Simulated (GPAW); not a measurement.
CdF2 in GPAW: convergence with smearing width (eV)

The system is CdF2.

```
Cd F
1.0
     0.00000    2.69400    2.69400
     2.69400    0.00000    2.69400
     2.69400    2.69400    0.00000
Cd F
1 2
Direct
  0.00000 0.00000 0.00000
  0.75000 0.75000 0.75000
  0.25000 0.25000 0.25000
```

| Quantity | Value |
| --- | --- |
| Program | GPAW 26.7.0 |
| Task | convergence study |
| Functional | r2SCAN |
| Potentials or basis | GPAW PAW data sets (gpaw-data 1.2.1) |
| Cutoff | 800 eV |
| Basis | pw |
| k mesh | 7 × 7 × 7 |
| Occupations | fermi-dirac, width 0.5 eV |
| Spin | no spin polarisation |

These are the settings of the first run; the series varies smearing width (eV), with any setting tied to it.

Hardware: 1 thread of Arm Neoverse V1 (shared host).

```csv
smearing width (eV),"energy less the tightest run, at zero smearing (meV/atom)",pressure (GPa),gap on the mesh (eV),SCF cycles,CPU time (s),peak memory (GiB)
0.5,4.09,-1.71,3.824,10,50,0.3
0.3,0.17,-1.82,3.820,10,50,0.3
0.2,0.00,-1.82,3.820,10,50,0.3
0.15,0.00,-1.82,3.820,10,50,0.3
0.1,0.00,-1.82,3.820,10,50,0.3
0.05,0.00,-1.82,3.820,10,50,0.3
0.025,0.00,-1.82,3.820,10,49,0.3
0.01,0.00,-1.82,3.820,10,50,0.3
```

Against the tightest run, the energy stays within 1 meV/atom from 0.3 on; the pressure stays within 0.1 GPa from 0.3 on; the gap on the mesh stays within 0.01 eV from 0.5 on. The tightest run that finished is the yardstick and may itself not be fully converged.

Caveat, for the tightest run too: the PAW data sets were made with another functional, which shifts forces and pressure a little; an odd mesh through Γ misses points on the zone boundary, where band edges often lie.
